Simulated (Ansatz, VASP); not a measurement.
# One calculation of HfO2, two programs

POSCAR

```
HfO2
1.0
    0.0000000000      2.6050577889      2.5051837891
    2.6050577889      0.0000000000      2.5051837891
    2.6050577889      2.6050577889      0.0000000000
Hf O
1 2
Direct
    0.0000000000      0.0000000000      0.0000000000
    0.2500000000      0.2500000000      0.2500000000
    0.7500000000      0.7500000000      0.7500000000
```

Contents of INCAR.step1:

```
PREC     = Accurate       # precision mode
ENCUT    = 520            # plane-wave cutoff, eV
ISMEAR   = 0              # smearing method
SIGMA    = 0.01           # smearing width, eV
LREAL    = False          # projectors in reciprocal space
LASPH    = True           # aspherical terms in the spheres
NELM     = 100            # most SCF steps
NBANDS   = 18             # bands
GGA      = PE             # functional
ALGO     = Normal         # electronic algorithm
EDIFF    = 1E-4           # SCF threshold, eV
LWAVE    = True           # write WAVECAR
LCHARG   = False          # write CHGCAR
```

The input INCAR.step2:

```
PREC     = Accurate       # precision mode
ENCUT    = 520            # plane-wave cutoff, eV
EDIFF    = 1E-6           # SCF threshold, eV
ISMEAR   = 0              # smearing method
SIGMA    = 0.01           # smearing width, eV
LREAL    = False          # projectors in reciprocal space
LASPH    = True           # aspherical terms in the spheres
NELM     = 100            # most SCF steps
ALGO     = Normal         # electronic algorithm
ISIF     = 2              # what is computed and relaxed
LWAVE    = False          # write WAVECAR
LCHARG   = True           # write CHGCAR
METAGGA  = R2SCAN         # meta-GGA
LMIXTAU  = True         
LELF     = True           # ELF
LVHAR    = True         
NBANDS   = 18             # bands
ISTART   = 1
```

The input KPOINTS:

```
Automatic mesh
0
Gamma
  8 8 8
```

Input for Ansatz:

```yaml
crystal:
  lattice:
    - [0.0, 2.6050577889, 2.5051837891]
    - [2.6050577889, 0.0, 2.5051837891]
    - [2.6050577889, 2.6050577889, 0.0]
  atoms:
    - { symbol: Hf, position: [0.0, 0.0, 0.0] }
    - { symbol: O, position: [0.25, 0.25, 0.25] }
    - { symbol: O, position: [0.75, 0.75, 0.75] }
kpoints:
  mp_grid: { grid: [8, 8, 8] }
  band_path:
    path:
      - [0.0, 0.0, 0.0]
      - [0.5, 0.0, 0.5]
      - [0.625, 0.25, 0.625]
      - [0.375, 0.375, 0.75]
      - [0.5, 0.5, 0.5]
      - [0.5, 0.25, 0.75]
      - [0.5, 0.5, 0.0]
    npoints: 1
hamiltonian:
  xc: r2scan
scf:
  occupations: { method: fixed }
  n_extra_bands: 4
output:
  forces: true
  stress: true
  eigenvalues: true
```

Change from the starting cell: epitaxial_xy strain +3.0%.

Alike in both runs: task single point; functional r2SCAN; k mesh 8 × 8 × 8; no spin polarisation.

|  | VASP | Ansatz |
| --- | --- | --- |
| version | VASP 6.6.1 | Ansatz 0.2.0 |
| potentials or method | VASP PAW PBE potentials, release 64 (Hf_pv, O) | plane waves, PAW |
| plane-wave cutoff (eV) | 520 | 500 |
| occupations | gaussian, width 0.01 eV | fixed |
| valence electrons in the cell | 22 | 38 |

Ansatz gave:

| Property | Result |
| --- | --- |
| gap on the k mesh at the Fermi level (eV) | 3.81 |
| pressure (GPa) | -12.0 |
| largest component of the traceless stress (GPa) | 11.99 |

Task: Estimate VASP's values.

Result: gap on the k mesh at the Fermi level (eV): 3.80; pressure (GPa): -15.4; largest component of the traceless stress (GPa): 12.18.

The two sets of potentials don't hold the same shells in valence.

Caveats: so large a pressure means that the cell lies far from this level's equilibrium, or that cutoff or potentials fall short (VASP); the potentials were made for another functional, which shifts forces and pressure (VASP); spin-orbit coupling is left out, which moves the levels of the heavy elements. A k mesh can miss the band edges.
